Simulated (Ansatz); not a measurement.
All numbers below come from DFT PBE, scalar-relativistic, plane waves, PAW in Ansatz. Settings: cutoff 420 eV, Γ-centred meshes spaced at most about 0.3 Å⁻¹, and about 0.25 Å⁻¹ or finer for metals (2π included), Gaussian smearing. No spin polarisation.

Temperature and zero-point effects are left out.

Compare these two cells of Cd5O2, each relaxed at this level.

A.

```cif
data_structure
_symmetry_space_group_name_H-M 'R-3m:H'
_symmetry_Int_Tables_number 166
_cell_length_a 3.7964
_cell_length_b 3.7964
_cell_length_c 34.8482
_cell_angle_alpha 90.000
_cell_angle_beta 90.000
_cell_angle_gamma 120.000
_cell_volume 434.96
loop_
_atom_site_label
_atom_site_type_symbol
_atom_site_symmetry_multiplicity
_atom_site_Wyckoff_symbol
_atom_site_fract_x
_atom_site_fract_y
_atom_site_fract_z
_atom_site_occupancy
Cd1 Cd 6 c 0.33333 0.66667 0.27291 1
Cd2 Cd 6 c 0.00000 0.00000 0.13073 1
Cd3 Cd 3 a 0.00000 0.00000 0.00000 1
O1 O 6 c 0.00000 0.00000 0.20071 1
```

B.

```cif
data_structure
_symmetry_space_group_name_H-M 'P-3m1'
_symmetry_Int_Tables_number 164
_cell_length_a 3.3575
_cell_length_b 3.3575
_cell_length_c 12.7565
_cell_angle_alpha 90.000
_cell_angle_beta 90.000
_cell_angle_gamma 120.000
_cell_volume 124.53
loop_
_atom_site_label
_atom_site_type_symbol
_atom_site_symmetry_multiplicity
_atom_site_Wyckoff_symbol
_atom_site_fract_x
_atom_site_fract_y
_atom_site_fract_z
_atom_site_occupancy
Cd1 Cd 1 a 0.00000 0.00000 0.00000 1
Cd2 Cd 2 d 0.33333 0.66667 0.21985 1
Cd3 Cd 2 d 0.66667 0.33333 0.40707 1
O1 O 2 d 0.33333 0.66667 0.89096 1
```

Question: Which is lower in energy, and by how much?

Answer: B is lower, by 108 meV/atom. A has space group R-3m (No. 166), 20.7 Å³/atom and no gap on its mesh; B has space group P-3m1 (No. 164), 17.8 Å³/atom and no gap. Counting Cd atoms around O (those within 1.25 times the shortest such distance or 1.15 times the sum of covalent radii, 1.27 where that leaves under three; a plus sign parts nearer from farther groups), A has O 3+1 and B has O 6. The denser one is the lower, and pressure would at first widen the difference. In A, around Cd on a site of symmetry 3m lie 3 Cd at 3.04 Å, 3 Cd at 3.29 Å, 3 O at 3.34 Å and 6 Cd at 3.80 Å; around Cd on a second site of symmetry 3m lie 3 O at 2.19 Å, 1 O at 2.44 Å, 6 Cd at 3.29–3.33 Å and 6 Cd at 3.80 Å; O has 3 Cd at 2.19 Å, 1 Cd at 2.44 Å, 3 O at 3.23 Å and 3 Cd at 3.34 Å; 1 more site not described. In B, Cd on a site of symmetry -3m is surrounded by 6 O at 2.39 Å and 12 Cd at 3.36–3.41 Å; around Cd on a site of symmetry 3m lie 3 O at 2.40 Å, 3 Cd at 3.08 Å and 9 Cd at 3.36–3.41 Å; O has 6 Cd at 2.39–2.40 Å, 9 O at 3.36–3.39 Å and 1 Cd at 3.80 Å; 1 more site not described. Both come from invented guesses.

Cells relaxed within their symmetry can be saddle points.
